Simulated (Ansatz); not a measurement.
# ZrC (P6_3/mmc) in Ansatz: further runs

One crystal, ZrC, is run at these levels: BLYP, r2SCAN; tasks: band structure.

All numbers are computed with Ansatz 0.2.0; they aren't measurements. Logs are shortened: lines on timing, memory, paths and dates and some standing lists are left out, and cuts for length are marked.

### 1 The crystal as given

Symmetry: P6_3/mmc, No. 194, hexagonal system. The conventional cell has a = 3.391 Å, b = 3.391 Å, c = 5.290 Å, α = 90.00°, β = 90.00°, γ = 120.00°. Zr (site symmetry -6m2) has 6 C at 2.36 Å as nearest neighbours. C (site symmetry -3m) is surrounded by 6 Zr at 2.36 Å and 2 C at 2.65 Å.

The cell comes from a database or a generator and needn't be the stable form of this composition.

### 2 Band structure, BLYP

input.yaml

```yaml
crystal:
  lattice:
    - [3.3914762718, 0.0, 0.0]
    - [-1.6957381359, 2.9371046077, 0.0]
    - [0.0, 0.0, 5.290053]
  atoms:
    - { symbol: Zr, position: [0.6666666667, 0.3333333333, 0.75] }
    - { symbol: Zr, position: [0.3333333333, 0.6666666667, 0.25] }
    - { symbol: C, position: [0.0, 0.0, 0.5] }
    - { symbol: C, position: [0.0, 0.0, 0.0] }
hamiltonian:
  xc: blyp
  pseudopotentials: { kind: paw }
kpoints:
  mp_grid: { grid: [7, 7, 4] }
  band_path:
    path:
      - [[0.0, 0.0, 0.0], [0.5, 0.0, 0.0], [0.3333333333, 0.3333333333, 0.0], [0.0, 0.0, 0.0], [0.0, 0.0, 0.5], [0.5, 0.0, 0.5], [0.3333333333, 0.3333333333, 0.5], [0.0, 0.0, 0.5]]
      - [[0.5, 0.0, 0.5], [0.5, 0.0, 0.0]]
      - [[0.3333333333, 0.3333333333, 0.0], [0.3333333333, 0.3333333333, 0.5]]
    npoints: 14
scf:
  occupations: { method: fermi_dirac, width: 0.05 }
  n_extra_bands: 10
output:
  forces: true
  stress: true
  eigenvalues: true
  fatbands: true
  write_density: true
  write_potential: true
  elf: true
  volumetric_format: npy
```

Potentials or basis: Ansatz PAW.

Started as:

```bash
$ ansatz run input.yaml --threads 2 --pin off --max-ram 5632MiB --backend cpu --events-out ev --progress --plain --runs-dir out
```

The program printed:

```text
Warning: RAYON_NUM_THREADS=2 ignored (pool sized by the plan → 2); use --threads N
scf.n_extra_bands = 10 over 16 filled bands (N_el = 32.0): the run solves 26 bands
Engine: ansatz 0.2.0, x86_64-unknown-linux-gnu
Pseudopotentials: kind: paw
Pseudopotential: Zr, paw, valence charge 12, recommended cutoff 420 eV (normal), Zr.paw.azcp
Pseudopotential: C, paw, valence charge 4, recommended cutoff 420 eV (normal), C.paw.azcp
Functional definition: BLYP
  parameter beta = 0.0042
  parameter a = 0.04918
  parameter b = 0.132
  parameter c = 0.2533
  parameter d = 0.349
  exchange = b88_x(beta = beta)
  correlation = lyp_c(a = a, b = b, c = c, d = d)
Crystal: 4 atoms, lattice volume = 52.695 Å³
Basis set: ecut = 420 eV, 1049 PW (Γ), exchange–correlation on 48×48×72 points (8 copies of the dense FFT grid, shifted against one another)
Bands: 26, of which v1, the nominal top of the filled ones, is band 16 counted from 1 (15 counted from 0)
Symmetry: 24 space group operations
Space group: P63/mmc (ITA 194), of the structure as read, at distance tolerance 3.7e-5 Å
k-points: 24 of 196
Non-local potential: Zr, projectors of the file, l = 0: 3, l = 1: 2, l = 2: 2, l = 3: 2
Non-local potential: C, projectors of the file, l = 0: 2, l = 1: 2, l = 2: 1
PAW form: soft (Blöchl's): semilocal exchange-correlation on the pseudo side does not see the compensation charge
PAW frozen core: Zr, regenerated for the run's functional, and the local potential with it (the file was generated under x = pbe(κ = 0.804, μ = 0.2195149727645171), c = pbe(β = 0.06672455060314922))
PAW frozen core: C, regenerated for the run's functional, and the local potential with it (the file was generated under x = pbe(κ = 0.804, μ = 0.2195149727645171), c = pbe(β = 0.06672455060314922))
PAW one-centre angular grid: Zr, 590 points (default); XC on 64 Gauss nodes
PAW one-centre angular grid: C, 110 points (default); XC on 64 Gauss nodes
Initial density: superposition of atomic densities (neutral atoms: chi_scale 0, normalization atom), corrected by the library's trained network
Initial wavefunctions: pseudopotential atomic-orbital guess
Functional: x = b88, c = lyp
SCF iter   1: F=—  HF=-8899.278577 eV  |F-HF|=—  |Δ(HF+E_count)|=         —  Δρ=2.04e-2  dr2=2.32e-1  ethr=1.77e-3  ⟨swp⟩=5.2  Hψ=2429  notcnv=0  defer=9
preconditioner: auto → Resta (q_TF=auto, 2.511 Å⁻¹)  ε∞=3.1  [insulator: Δε(μ)=0.237 eV  Ē_g=18.550 eV  σ=0.050 eV  W_gap=0.82  n_scr=22 (ndim 8)  ℏωp=27.1 eV  f_vac=0.000  D(μ)=0.47/eV (n_scr^D=2)  ε∞_Penn≈3.1]
SCF iter   2: F=—  HF=-8899.231689 eV  |F-HF|=—  |Δ(HF+E_count)|=   4.69e-2  Δρ=8.92e-3  dr2=4.41e-2  ethr=7.25e-4  ⟨swp⟩=2.0  Hψ=958  notcnv=0  defer=71
SCF iter   3: F=—  HF=-8899.222068 eV  |F-HF|=—  |Δ(HF+E_count)|=   9.62e-3  Δρ=8.02e-4  dr2=2.31e-4  ethr=1.38e-4  ⟨swp⟩=2.0  Hψ=912  notcnv=0  defer=71
SCF iter   4: F=—  HF=-8899.222173 eV  |F-HF|=—  |Δ(HF+E_count)|=   1.05e-4  Δρ=1.35e-4  dr2=5.90e-6  ethr=7.21e-7  ⟨swp⟩=2.0  Hψ=799  notcnv=0  defer=71
SCF iter   5: F=—  HF=-8899.222226 eV  |F-HF|=—  |Δ(HF+E_count)|=   5.26e-5  Δρ=3.95e-5  dr2=4.34e-7  ethr=1.84e-8  ⟨swp⟩=2.1  Hψ=769  notcnv=0  defer=71
SCF iter   6: F=-8899.222226 eV  HF=-8899.222226 eV  |F-HF|=1.53e-8  |Δ(HF+E_count)|=   6.81e-7  Δρ=5.73e-6  dr2=1.43e-8  ethr=3.13e-10  ⟨swp⟩=12.7  Hψ=4077  notcnv=0
SCF 1 converged in 6 iterations: F = -8899.222226 eV  dr2 = 1.43e-8
NSCF: frozen V_eff on 129 k-points
SCF converged after 6 iterations
Free energy (F): -8899.222226 eV
Harris-Foulkes:  -8899.222226 eV  (|F-HF|=1.53e-8)
Internal energy: -8899.218435 eV  (E = F + TS)
E sigma→0 (E₀):  -8899.220330 eV
Entropy (-TS):   -0.003792 eV (-0.948 meV/atom)
Fermi energy:    15.471027 eV
--- Per-component energies (eV) ---
  E_band       = -90.296190
  E_kinetic    = 847.212674
  E_local      = -1220.820573  (includes V_loc(G=0)·N_el)
  E_nonlocal   = 212.172867
  E_hartree    = 369.158361
  E_xc         = -415.457222
  E_vxc        = -495.387588  (∫ρ·V_xc dr)
  E_paw        = -6139.307478  (= ΣΔE_a)
  E_vpaw       = -171.790136  (= ΣTr[D̂ρ^β])
  E_aug_tail   = 0.000067  (compensation charges beyond the density's cutoff)
  E_ewald      = -2552.342236
  E_core_change = 0.165104  (= ΣΔE_core)
  E_smearing   = -0.003792  (= −TS)
  E_closure    = 0.000000  (closes the sum)
  Σ components = -8899.222226   (vs F -8899.222226, Δ=0.00e0)
--- Forces (eV/Å), atoms counted from 1 ---
  atom   1  Zr     0.00000000    -0.00000000    -0.00000000
  atom   2  Zr     0.00000000     0.00000000     0.00000000
  atom   3  C     -0.00000000    -0.00000000    -0.00000000
  atom   4  C     -0.00000000     0.00000000     0.00000000
  max |Σ_I F_I| component: 3.70e-17 eV/Å
--- Stress (GPa, compression-positive) ---
        2.911207      -0.000000      -0.000000
       -0.000000       2.911207      -0.000000
       -0.000000      -0.000000       8.965924
  P = ⅓ Tr σ = 4.9294 GPa (49.294 kbar)
--- Band table (eV; the first three rows and the last of 24) ---
  k-point 0: bands = ["-33.1298", "-33.0196", "-11.6300", "-10.9647", "-10.9647", "-10.8698", "-10.8698", "-10.7787", "3.7111", "7.2773", "9.7084", "12.6074", "12.6074", "14.2701", "14.2701", "16.4342", "16.6679", "16.6679", "17.0496", "17.0496", "17.7288", "18.6782", "19.9494", "22.6355", "22.6355", "22.9580"]
  k-point 1: bands = ["-33.1138", "-33.0359", "-11.5132", "-10.9508", "-10.9508", "-10.9121", "-10.8837", "-10.8837", "4.0722", "6.3669", "10.8214", "12.6676", "12.6676", "13.6799", "13.6799", "14.9976", "17.6186", "17.6186", "17.6604", "17.6604", "18.3961", "18.9672", "20.3815", "21.7320", "21.7320", "21.8588"]
  k-point 2: bands = ["-33.0750", "-33.0750", "-11.2208", "-11.2208", "-10.9173", "-10.9173", "-10.9173", "-10.9173", "5.0485", "5.0485", "12.8120", "12.8120", "12.9865", "12.9865", "12.9865", "12.9865", "18.7346", "18.7346", "18.7346", "18.7346", "19.2868", "19.2868", "20.5050", "20.5050", "20.5050", "20.5050"]
  k-point 23: bands = ["-33.0181", "-33.0181", "-11.4591", "-11.4591", "-11.2658", "-11.2658", "-10.9125", "-10.9125", "5.8294", "5.8294", "11.1786", "11.1786", "13.2677", "13.2677", "13.6233", "13.6233", "16.8467", "16.8467", "18.8519", "18.8519", "21.2878", "21.2878", "21.8557", "21.8557", "22.1515", "22.1515"]
```

Run time: 4 s. Hardware: 2 threads of Intel Xeon at 2.70GHz, shared host; peak memory 0.39 GiB.

What came out:

- Free energy: -8899.2222 eV
- Pressure: 4.9 GPa
- Band gap on the k mesh: none (metal or under the smearing width)

Stress tensor (GPa, compression positive):
```
2.91 0.00 0.00
0.00 2.91 0.00
0.00 0.00 8.97
```

Levels at the corners of the path, in eV from the Fermi level:
| point | band 14 | band 15 | band 16 | band 17 | band 18 | band 19 |
| --- | --- | --- | --- | --- | --- | --- |
| Γ | -1.20 | -1.20 | 0.96 | 1.20 | 1.20 | 1.58 |
| M | -2.86 | -1.40 | -0.87 | 1.41 | 3.94 | 4.15 |
| K | -3.18 | -3.18 | 0.44 | 1.01 | 1.01 | 4.12 |
| Γ | -1.20 | -1.20 | 0.96 | 1.20 | 1.20 | 1.58 |
| A | -2.48 | -2.48 | -2.48 | 3.26 | 3.26 | 3.26 |
| L | -2.69 | -2.18 | -2.18 | 1.49 | 1.49 | 3.86 |
| H | -2.18 | -1.78 | -1.78 | 1.66 | 1.66 | 2.94 |
| A | -2.48 | -2.48 | -2.48 | 3.26 | 3.26 | 3.26 |
| L | -2.69 | -2.18 | -2.18 | 1.49 | 1.49 | 3.86 |
| M | -2.86 | -1.40 | -0.87 | 1.41 | 3.94 | 4.15 |
| K | -3.18 | -3.18 | 0.44 | 1.01 | 1.01 | 4.12 |
| H | -2.18 | -1.78 | -1.78 | 1.66 | 1.66 | 2.94 |

Caveat: the PAW data sets come from PBE, with cores solved anew for the run's functional, which leaves a small shift of forces and pressure.

### 3 Band structure, r2SCAN

Edit input.yaml of step 2 so:

```diff
@@ -11,3 +11,3 @@
 hamiltonian:
-  xc: blyp
+  xc: r2scan
   pseudopotentials: { kind: paw }
@@ -28,3 +28,3 @@
   eigenvalues: true
-  fatbands: true
+  fatbands: false
   write_density: true
```

Potentials or basis: Ansatz PAW.

Started as:

```bash
$ ansatz run input.yaml --threads 2 --pin off --max-ram 5632MiB --backend cpu --events-out ev --progress --plain --runs-dir out
```

Run time: 5.9 s. Hardware: 2 threads of Intel Xeon at 2.70GHz, shared host; peak memory 0.48 GiB.

The run converged. Its results:

```yaml
Free_energy: -8896.6109 eV
Pressure: -2.3 GPa
Band_gap_on_the_k_mesh: none (metal or under the smearing width)
```

Stress tensor (GPa, compression positive):
```
-4.22  0.00  0.00
 0.00 -4.22  0.00
 0.00  0.00  1.45
```

Levels at the corners of the path, in eV from the Fermi level:
```
point  band 13  band 14  band 15  band 16  band 17  band 18  band 19  band 20
    Γ    -3.09    -1.36    -1.36     1.08     1.31     1.31     1.69     1.69
    M    -3.50    -3.15    -1.54    -1.05     1.49     4.26     4.36     4.43
    K    -3.63    -3.47    -3.47     0.49     1.07     1.07     4.45     4.45
    Γ    -3.09    -1.36    -1.36     1.08     1.31     1.31     1.69     1.69
    A    -2.69    -2.69    -2.69    -2.69     3.47     3.47     3.47     3.47
    L    -2.91    -2.91    -2.40    -2.40     1.49     1.49     4.14     4.14
    H    -2.38    -2.38    -2.08    -2.08     1.77     1.77     3.17     3.17
    A    -2.69    -2.69    -2.69    -2.69     3.47     3.47     3.47     3.47
    L    -2.91    -2.91    -2.40    -2.40     1.49     1.49     4.14     4.14
    M    -3.50    -3.15    -1.54    -1.05     1.49     4.26     4.36     4.43
    K    -3.63    -3.47    -3.47     0.49     1.07     1.07     4.45     4.45
    H    -2.38    -2.38    -2.08    -2.08     1.77     1.77     3.17     3.17
```

Caveat: the PAW data sets come from PBE, with cores solved anew for the run's functional, which leaves a small shift of forces and pressure.
